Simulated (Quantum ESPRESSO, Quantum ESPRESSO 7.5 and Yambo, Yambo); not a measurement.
# A GW chain in Yambo: PbS (Galena)

Wanted: ground state, empty states, screening and self-energy for PbS (Galena).

Program: Quantum ESPRESSO 7.5 and Yambo 5.3.0. Level of theory: PBE and many-body steps on it, plane waves. Results are calculated unless marked as measured.

Most raw output is cut from this account.

The database entry behind the starting cell differs from later determinations by our own check (about 0.1 % short), so it need not match the best structure at ambient conditions.

### 1. Set-up

The structure is cubic, space group Fm-3m (No. 225). The conventional cell has a = 5.931 Å, b = 5.931 Å, c = 5.931 Å, α = 90.00°, β = 90.00°, γ = 90.00°. Pb has 6 S at 2.97 Å nearest. Nearest to S lie 6 Pb at 2.97 Å. Farther neighbours and most contacts between anions are not listed.

The cell and positions come from the Crystallography Open Database and are kept as given unless a step says otherwise. Spin-orbit coupling is left out unless a step names it.

### 2. Ground state

This step: Quantum ESPRESSO 7.5; DFT, PBE, plane waves, norm-conserving pseudopotentials.

The ground-state density comes first.

Contents of pw.in:

```
&control
  calculation = 'scf'
  prefix = 'x'
  outdir = 'o'
  pseudo_dir = 'pseudo'
/
&system
  ibrav = 0
  nat = 2
  ntyp = 2
  ecutwfc = 76.0
  nbnd = 19
  force_symmorphic = .true.
/
&electrons
  conv_thr = 1e-10
  electron_maxstep = 80
  mixing_beta = 0.5
/
ATOMIC_SPECIES
  Pb 207.2 Pb.upf
  S 32.06 S.upf
CELL_PARAMETERS angstrom
  0.0000000000 2.9657500000 2.9657500000
  2.9657500000 -0.0000000000 2.9657500000
  2.9657500000 2.9657500000 0.0000000000
ATOMIC_POSITIONS crystal
  Pb 0.0000000000 0.0000000000 0.0000000000
  S 0.5000000000 0.5000000000 0.5000000000
K_POINTS automatic
  6 6 6 0 0 0
```

The run is started by

```console
$ OMP_NUM_THREADS=1 mpirun -n 4 pw.x -nk 4 -in pw.in > pw.out
```

Wall time 7.2 s (4 MPI ranks of Arm Neoverse V1, shared host); peak memory 0.27 GiB.

Numbers from this step:

| Property | Result |
| --- | --- |
| total energy | -6010.0128 eV |
| gap | 0.3682 eV |
| k of the valence top | 0, 0, -0.5 |
| k of the conduction bottom | 0, 0, -0.5 |
| least direct gap | 0.3682 eV |

The gap is direct, at (0.000, 0.000, -0.500).

### 3. Bands along the symmetry lines

The cheap functional maps the bands first; the places of the edges decide which points the dearer methods must see.

Contents of pw.in:

```
&control
  calculation = 'bands'
  prefix = 'x'
  outdir = 'o'
  pseudo_dir = 'pseudo'
/
&system
  ibrav = 0
  nat = 2
  ntyp = 2
  ecutwfc = 76.0
  nbnd = 20
  force_symmorphic = .true.
/
&electrons
  conv_thr = 1e-9
  electron_maxstep = 80
  diago_full_acc = .true.
  diago_thr_init = 5e-6
/
ATOMIC_SPECIES
  Pb 207.2 Pb.upf
  S 32.06 S.upf
CELL_PARAMETERS angstrom
  0.0000000000 2.9657500000 2.9657500000
  2.9657500000 -0.0000000000 2.9657500000
  2.9657500000 2.9657500000 0.0000000000
ATOMIC_POSITIONS crystal
  Pb 0.0000000000 0.0000000000 0.0000000000
  S 0.5000000000 0.5000000000 0.5000000000
K_POINTS crystal
  50
  0.00000000 0.00000000 0.00000000 1
  0.06250000 0.00000000 0.06250000 1
  0.12500000 0.00000000 0.12500000 1
  0.18750000 0.00000000 0.18750000 1
  0.25000000 0.00000000 0.25000000 1
  0.31250000 0.00000000 0.31250000 1
  0.37500000 0.00000000 0.37500000 1
  0.43750000 0.00000000 0.43750000 1
  0.50000000 0.00000000 0.50000000 1
  0.51562500 0.03125000 0.51562500 1
  0.53125000 0.06250000 0.53125000 1
  0.54687500 0.09375000 0.54687500 1
  0.56250000 0.12500000 0.56250000 1
  0.57812500 0.15625000 0.57812500 1
  0.59375000 0.18750000 0.59375000 1
  0.60937500 0.21875000 0.60937500 1
  0.62500000 0.25000000 0.62500000 1
  0.37500000 0.37500000 0.75000000 1
  0.32812500 0.32812500 0.65625000 1
  0.28125000 0.28125000 0.56250000 1
  0.23437500 0.23437500 0.46875000 1
  0.18750000 0.18750000 0.37500000 1
  0.14062500 0.14062500 0.28125000 1
  0.09375000 0.09375000 0.18750000 1
  0.04687500 0.04687500 0.09375000 1
  0.00000000 0.00000000 0.00000000 1
  0.06250000 0.06250000 0.06250000 1
  0.12500000 0.12500000 0.12500000 1
  0.18750000 0.18750000 0.18750000 1
  0.25000000 0.25000000 0.25000000 1
  0.31250000 0.31250000 0.31250000 1
  0.37500000 0.37500000 0.37500000 1
  0.43750000 0.43750000 0.43750000 1
  0.50000000 0.50000000 0.50000000 1
  0.50000000 0.46875000 0.53125000 1
  0.50000000 0.43750000 0.56250000 1
  0.50000000 0.40625000 0.59375000 1
  0.50000000 0.37500000 0.62500000 1
  0.50000000 0.34375000 0.65625000 1
  0.50000000 0.31250000 0.68750000 1
  0.50000000 0.28125000 0.71875000 1
  0.50000000 0.25000000 0.75000000 1
  0.50000000 0.21875000 0.71875000 1
  0.50000000 0.18750000 0.68750000 1
  0.50000000 0.15625000 0.65625000 1
  0.50000000 0.12500000 0.62500000 1
  0.50000000 0.09375000 0.59375000 1
  0.50000000 0.06250000 0.56250000 1
  0.50000000 0.03125000 0.53125000 1
  0.50000000 0.00000000 0.50000000 1
```

Elapsed: 6.3 s, on 4 MPI ranks; peak memory 0.23 GiB.

Numbers from this step:

- gap: 0.3682 eV
- k of the valence top: 0.5, 0.5, 0.5
- k of the conduction bottom: 0.5, 0.5, 0.5
- least direct gap: 0.3682 eV

The gap is 0.368 eV, as in the run before at this level.

Electronic bands along the path, in eV, zero at the top of the highest filled band:

```
    point  band 11  band 12  band 13  band 14  band 15  band 16  band 17  band 18
        Γ    -6.04    -2.17    -2.17    -2.17     5.22     5.22     5.22     6.71
  halfway    -7.23    -2.83    -2.83    -1.72     2.44     4.74     4.92     4.92
        X    -7.20    -5.19    -3.44    -3.44     3.86     5.58     5.69     5.69
  halfway    -7.47    -5.09    -3.31    -3.15     3.89     5.18     5.43     5.58
        U    -7.98    -4.77    -2.94    -2.48     3.33     4.13     5.05     6.22
jump to K    -7.98    -4.77    -2.94    -2.48     3.33     4.13     5.05     6.22
  halfway    -7.71    -3.10    -1.71    -0.59     1.48     2.51     4.14     7.58
        Γ    -6.04    -2.17    -2.17    -2.17     5.22     5.22     5.22     6.71
  halfway    -7.46    -2.01    -2.01    -1.17     2.36     3.22     3.22     6.86
        L    -8.85    -1.78    -1.78     0.00     0.37     1.96     1.96     8.67
  halfway    -8.48    -3.44    -3.01    -0.99     1.56     3.40     4.03     8.00
        W    -7.95    -4.42    -4.42    -1.03     2.19     4.66     4.66     8.16
  halfway    -7.62    -4.98    -3.76    -2.40     3.99     4.09     5.29     6.37
        X    -7.20    -5.19    -3.44    -3.44     3.86     5.58     5.69     5.69
```

### 4. Empty states on the mesh, 4×4×4 mesh, 150 bands

The sums over transitions need many empty states on a uniform mesh; this step solves for them.

Contents of pw.in:

```
&control
  calculation = 'nscf'
  prefix = 'x'
  outdir = 'o'
  pseudo_dir = 'pseudo'
/
&system
  ibrav = 0
  nat = 2
  ntyp = 2
  ecutwfc = 76.0
  nbnd = 150
  force_symmorphic = .true.
/
&electrons
  conv_thr = 1e-9
  electron_maxstep = 80
  diago_full_acc = .true.
  diago_thr_init = 5e-6
/
ATOMIC_SPECIES
  Pb 207.2 Pb.upf
  S 32.06 S.upf
CELL_PARAMETERS angstrom
  0.0000000000 2.9657500000 2.9657500000
  2.9657500000 -0.0000000000 2.9657500000
  2.9657500000 2.9657500000 0.0000000000
ATOMIC_POSITIONS crystal
  Pb 0.0000000000 0.0000000000 0.0000000000
  S 0.5000000000 0.5000000000 0.5000000000
K_POINTS automatic
  4 4 4 0 0 0
```

Elapsed: 15 s, on 4 MPI ranks; peak memory 0.4 GiB.

This step gave:

```yaml
gap: 0.3682 eV
k_of_the_valence_top: 0, 0, -0.5
k_of_the_conduction_bottom: 0, 0, -0.5
least_direct_gap: 0.3682 eV
k_points_computed: 8
lowest_point_of_the_top_converged_band_above_the_valence_top: 97.3248 eV
```

On this mesh the gap is 0.368 eV.

### 5. Conversion and set-up

This step: Yambo 5.3.0; conversion and set-up on PBE, plane waves, norm-conserving pseudopotentials.

The states are converted to the many-body program's format and the q mesh is built.

The run is started by

```console
$ (cd o/x.save; p2y > p2y.log; mv SAVE ../..); yambo > setup.log
```

Wall time 2.7 s (1 MPI rank); peak memory 0.25 GiB.

### 6. Screening and self-energy, 4×4×4 mesh, 150 bands, screening to 210.9 eV

G0W0 replaces the xc potential by the self-energy, built once from these orbitals. Only a window of levels is corrected, while the sums run over the empty bands that the input names.

This step: G0W0 on PBE, plane waves, norm-conserving pseudopotentials.

Contents of gw1.in:

```
HF_and_locXC
gw0
dyson
ppa
em1d
rim_cut
RandQpts= 1000000
RandGvec= 1 RL
EXXRLvcs= 76 Ry
VXCRLvcs= 304 Ry
Chimod= "HARTREE"
% BndsRnXp
 1 | 150 |
%
NGsBlkXp= 15.5 Ry
% LongDrXp
 1 | 1 | 1 |
%
% GbndRnge
 1 | 150 |
%
DysSolver= "n"
ExtendOut
PPAPntXp= 27.21138 eV
% QPkrange
 3 | 3 | 13 | 16 |
 1 | 1 | 13 | 16 |
%
```

The run is started by

```console
$ OMP_NUM_THREADS=1 mpirun -n 4 yambo -F gw1.in -J gw1 -C gw1 > gw1.log
```

Wall time 3.5 min (4 MPI ranks); peak memory 1.7 GiB.

This step gave:

```yaml
g0w0_gap_on_the_points_computed: 0.6214 eV
starting_gap_on_the_mesh: 0.3682 eV
k_of_the_valence_top: 0, 0, -0.5
k_of_the_conduction_bottom: 0, 0, -0.5
least_direct_g0w0_gap_on_the_computed_points: 0.6214 eV
z_at_the_valence_top: 0.7850
z_at_the_conduction_bottom: 0.8083
```

The gap on the mesh goes from 0.37 eV to 0.62 eV, a correction of +0.25 eV.

Limits: finite bands, cutoff and mesh; model gap, bands may invert with spin-orbit coupling; no spin-orbit coupling; coarse k mesh. v1 is the top filled band, c1 the lowest empty one. Levels before and after the correction, in eV, zero at the valence-band top of each column:

```
           conduction bottom  valence top
Kohn-Sham               0.37         0.00
     G0W0               0.62         0.00
```

|  | level | energy (eV) |
| --- | --- | --- |
| Kohn-Sham | (0 0 -0.5) v2 | -1.781 |
| Kohn-Sham | (0 0 -0.5) v1 | 0.000 |
| Kohn-Sham | (0 0 -0.5) c1 | 0.368 |
| Kohn-Sham | (0 0 -0.5) c2 | 1.964 |
| G0W0 | (0 0 -0.5) v2 | -2.017 |
| G0W0 | (0 0 -0.5) v1 | 0.000 |
| G0W0 | (0 0 -0.5) c1 | 0.621 |
| G0W0 | (0 0 -0.5) c2 | 2.405 |

### 7. Where the time went

Times are wall times on the hardware named with each run, good to a factor of about two.

```
                          step     time  share  memory (GiB)
                  ground state    7.2 s    3 %          0.27
bands along the symmetry lines    6.3 s    3 %          0.23
      empty states on the mesh     15 s    6 %           0.4
         conversion and set-up    2.7 s    1 %          0.25
     screening and self-energy  3.5 min   87 %           1.7
```

### 8. What came out

| Property | Result |
| --- | --- |
| PBE gap | 0.37 eV, direct |
| G0W0 gap on the mesh | 0.62 eV |
| GW settings | 4×4×4 mesh, 150 bands, screening to 210.9 eV, Godby-Needs plasmon pole |
| known limits | not at the basis limit; model gap, bands may invert with spin-orbit coupling; no spin-orbit coupling; coarse k mesh |

**Reading.** G0W0 moves the gap on the mesh from 0.37 eV to 0.62 eV (+0.25 eV), with Z of 0.78 and 0.81 at the edges. Only 2 of the mesh's irreducible points were corrected, so a valley elsewhere could overtake. The dearest step here is «screening and self-energy». Bands and cutoff are finite, so the gap is not at the basis limit. The miss can reach some tenths of an eV and take either sign; the mesh is an error of its own. In the G0W0 run levels were corrected at 2 k points alone, so a gap called «on the mesh» is the least over those, and an edge elsewhere would be missed. The 4×4×4 mesh is coarse for this cell, which bears on the long-range parts of exchange and screening. Where an edge is built on 6p states of lead, bismuth or thallium, scalar-relativistic gaps usually stand too wide, by a few tenths to over one eV. With atoms this heavy and so narrow a gap, spin-orbit coupling can invert the bands. These scalar-relativistic gaps are then model values, not to be set against experiment, and a spin-orbit change taken from DFT can't simply be added.

[Paths, hosts, dates, memory and timing lines, banners, echoed tables and standing remarks are left out of the program output.]

[Logs are printed without paths, hosts, clocks, repeated set-up lines and the standing remarks that a program may print on its own settings, such as how far it seeks lower states.]

[Runs of the session that timed out or met a known fault of the program may be left out.]

[Hosts, paths, dates, database ids (printed as entryN), source tags and the programs' standing remarks are cut or masked in the printed files.]
